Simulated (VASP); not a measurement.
Wanted: the native input for a VASP 6.6.1 run.

* Task: electron localisation function
* Functional: LDA
* Potentials or basis: VASP PAW LDA potentials, release 64 (Fe, O)
* Cutoff: 520 eV
* k mesh: 10 × 10 × 10
* Occupations: gaussian, width 0.05 eV
* Spin: collinear spin, antiferromagnetic start
* Starting moments: [3.0, -3.0, 0.0, 0.0] μB
* Fixed moment: 0 μB
* Hubbard terms: Fe d U = 5 eV, J = 0.5 eV
* LDAUTYPE: 1
* Hund's J: 0.5
* Supercell matrix: [0, 1, 1, 1, 0, 1, 1, 1, 0]
* Further INCAR settings: ALGO = Fast; EDIFF = 1e-06

The structure of FeO (Wuestite) lies in POSCAR:

```
FeO
1.0
   -1.5188209023     -0.8768916568      5.0391545692
    1.5188209023     -0.8768916568      5.0391545692
    0.0000000000      1.7537833136      5.0391545692
Fe O
2 2
Direct
    0.0000000000      0.0000000000      0.0000000000
    0.5000000000      0.5000000000      0.5000000000
    0.2500000000      0.2500000000      0.2500000000
    0.7500000000      0.7500000000      0.7500000000
```

These files were run (other wordings do the same):

INCAR

```
SYSTEM = FeO
PREC = Accurate
ENCUT = 520
EDIFF = 1E-6
ISMEAR = 0
SIGMA = 0.05
LREAL = .FALSE.
LASPH = .TRUE.
NELM = 150
ALGO = Fast
ISIF = 2
LWAVE = .FALSE.
LCHARG = .TRUE.
ISPIN = 2
MAGMOM = 3 -3 0 0
LORBIT = 11
NUPDOWN = 0
LMAXMIX = 4
LDAU = .TRUE.
LDAUTYPE = 1
LDAUL = 2 -1
LDAUU = 5 0
LDAUJ = 0.5 0
LDAUPRINT = 1
LELF = .TRUE.
```

KPOINTS

```
regular mesh
0
G
  10 10 10
  0 0 0
```

Potentials or basis: VASP PAW LDA potentials, release 64 (Fe, O).

Run with:

```sh
$ cat potpaw_LDA.64/Fe/POTCAR potpaw_LDA.64/O/POTCAR > POTCAR
$ mpirun -np 1 vasp_std > vasp.out
```

It gave:

```yaml
Pressure: -14.1 GPa
Net_moment: 0.00 μB per cell
Site_moments: Fe +3.70, -3.70; O +0.00 μB
Valence_electrons_inside_the_program's_atomic_spheres: Fe 6.80; O 4.97
```

Caveat: the total moment is fixed, so each spin has its own Fermi level.

Wall time 7.8 min on 1 thread of Intel(R) Xeon(R) Platinum 8559C (Emerald Rapids), with other jobs on the host, peak memory 0.31 GiB.
